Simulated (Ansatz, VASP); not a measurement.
One calculation of Ca, two programs

```
CELL_PARAMETERS angstrom
0.00000 2.76271 2.76271
2.76271 0.00000 2.76271
2.76271 2.76271 0.00000
ATOMIC_POSITIONS crystal
Ca 0.00000 0.00000 0.00000
```

Alike in both runs: task single point; functional PBE; k mesh 10 × 10 × 10; occupations fermi-dirac, width 0.01 eV; no spin polarisation.

```csv
,VASP,Ansatz
version,VASP 6.6.1,Ansatz 0.2.0
potentials or method,"VASP PAW PBE potentials, release 64 (Ca_sv)","plane waves (420 eV) with PAW, scalar-relativistic"
plane-wave cutoff (eV),520,420
valence electrons in the cell,10,10
```

|  | VASP | Ansatz | Ansatz less VASP |
| --- | --- | --- | --- |
| pressure (GPa) | 0.0 | 0.0 | 0.00 |
